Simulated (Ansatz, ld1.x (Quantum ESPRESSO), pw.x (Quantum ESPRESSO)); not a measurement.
## From atom to crystal: TM potential for manganese

Mn (Z = 25), norm-conserving Troullier–Martins (Kleinman–Bylander form), made with ld1.x (Quantum ESPRESSO) 7.5 (PBE, scalar-relativistic). Core [Ar], reference 3d5 4s2 4p0. Waves: 4p (bound, empty): rc 3.15 bohr; 3d (bound): rc 1.95 bohr; 4s (bound): rc 2.50 bohr. Local part: the s channel. Core correction: none.

Crystal test: diamond Mn in pw.x 7.5, no spin, 9³ k-points, Fermi–Dirac smearing 0.01 Ry, cutoffs 135/540 Ry. The reference is all-electron LAPW (Ansatz 0.2.0) with the same functional, mesh and smearing; V0 and B0 come from Birch–Murnaghan fits to the pressures at five volumes. Errors are pseudo minus all-electron; Δ is the rms difference of the E(V) curves that follow from these fits, minima aligned, over ±6 % about the mean V0. Mesh and smearing are coarse, so the numbers serve the comparison and aren't converged zero-temperature values; the lattice is a test structure that the element need not adopt. Spin polarisation and strong correlation are left out, which matters for this element.

All-electron: a0 = 4.953 Å (V0 = 15.19 Å³/atom), B0 = 143.7 GPa.

Q: How far does the potential miss the all-electron equation of state?

A: mean pressure error (GPa): +10.82. The pressure does not cross zero within the volumes sampled, so no fit is given. The largest radius (3.15 bohr) exceeds half the bond length (2.03 bohr), so the spheres overlap, which is one possible source of error among others. This is a poor potential for the solid.

```tsv
V (Å³/atom)	P all-electron (GPa)	P pseudo (GPa)
14.429	8.26	20.89
14.808	3.88	15.53
15.188	0.04	10.79
15.568	-3.33	6.59
15.947	-6.29	2.88
```

Q: At the middle volume, how do free energy and pressure move when the wave cutoff is lowered (ecutrho kept at four times it)?

A:

| cutoff (Ry) | shift of F (meV/atom) | shift of P (GPa) |
| --- | --- | --- |
| 61 | +472.9 | -38.31 |
| 81 | +18.5 | -0.15 |
| 108 | +11.2 | -0.19 |

Input at the middle volume:

```
&control
  calculation='scf', prefix='x', pseudo_dir='./', outdir='./tmp', tstress=.true., disk_io='low'
/
&system
  ibrav=0, nat=2, ntyp=1, ecutwfc=135, ecutrho=540, nbnd=15,
  occupations='smearing', smearing='fd', degauss=0.01
/
&electrons
  conv_thr=1e-09, mixing_beta=0.4, electron_maxstep=70
/
ATOMIC_SPECIES
Mn 1.0 Mn.UPF
CELL_PARAMETERS angstrom
  0.00000000 2.47647261 2.47647261
  2.47647261 0.00000000 2.47647261
  2.47647261 2.47647261 0.00000000
ATOMIC_POSITIONS crystal
Mn 0.0000 0.0000 0.0000
Mn 0.2500 0.2500 0.2500
K_POINTS automatic
9 9 9 0 0 0
```

```bash
pw.x < Mn.scf.in > Mn.scf.out
```

Lines of the output:

```
Message from routine setup:
     using ibrav=0 with symmetry is DISCOURAGED, use correct ibrav instead
     lattice parameter (alat)  =       6.6183  a.u.
     unit-cell volume          =     204.9874 (a.u.)^3
     number of electrons       =        14.00
     number of Kohn-Sham states=           15
     kinetic-energy cutoff     =     135.0000  Ry
     charge density cutoff     =     540.0000  Ry
     scf convergence threshold =      1.0E-09
     Exchange-correlation= PBE
     number of k points=    35  Fermi-Dirac smearing, width (Ry)=  0.0100
     iteration #  1     ecut=   135.00 Ry     beta= 0.40
     total energy              =     -57.24933590 Ry
     estimated scf accuracy    <       0.09982759 Ry
     iteration #  2     ecut=   135.00 Ry     beta= 0.40
     total energy              =     -57.26561786 Ry
     estimated scf accuracy    <       0.01671119 Ry
     iteration #  3     ecut=   135.00 Ry     beta= 0.40
     total energy              =     -57.26644480 Ry
     estimated scf accuracy    <       0.00533387 Ry
     iteration #  4     ecut=   135.00 Ry     beta= 0.40
     total energy              =     -57.26704856 Ry
     estimated scf accuracy    <       0.00017169 Ry
     iteration #  5     ecut=   135.00 Ry     beta= 0.40
     total energy              =     -57.26709096 Ry
     estimated scf accuracy    <       0.00023045 Ry
     iteration #  6     ecut=   135.00 Ry     beta= 0.40
     total energy              =     -57.26712341 Ry
     estimated scf accuracy    <       0.00000075 Ry
     iteration #  7     ecut=   135.00 Ry     beta= 0.40
     total energy              =     -57.26712498 Ry
     estimated scf accuracy    <       0.00000121 Ry
     iteration #  8     ecut=   135.00 Ry     beta= 0.40
     total energy              =     -57.26712525 Ry
     estimated scf accuracy    <       0.00000010 Ry
     iteration #  9     ecut=   135.00 Ry     beta= 0.40
     total energy              =     -57.26712525 Ry
     estimated scf accuracy    <       0.00000003 Ry
     iteration # 10     ecut=   135.00 Ry     beta= 0.40
     total energy              =     -57.26712526 Ry
     estimated scf accuracy    <          1.5E-09 Ry
     iteration # 11     ecut=   135.00 Ry     beta= 0.40
     the Fermi energy is     9.2644 ev
!    total energy              =     -57.26712526 Ry
     estimated scf accuracy    <          1.8E-11 Ry
     smearing contrib. (-TS)   =      -0.00847591 Ry
     The total energy is F=E-TS. E is the sum of the following terms:
     one-electron contribution =      -0.05387090 Ry
     hartree contribution      =      12.45631176 Ry
     xc contribution           =     -13.25910663 Ry
     ewald contribution        =     -56.40198357 Ry
     convergence has been achieved in  11 iterations
          total   stress  (Ry/bohr**3)                   (kbar)     P=      107.88
```

The run at the middle volume (35 k-points, 11 iterations) took about 37 s on one core of a shared host (Intel(R) Xeon(R) 6975P-C, 192 threads, 378 GiB, load 76).
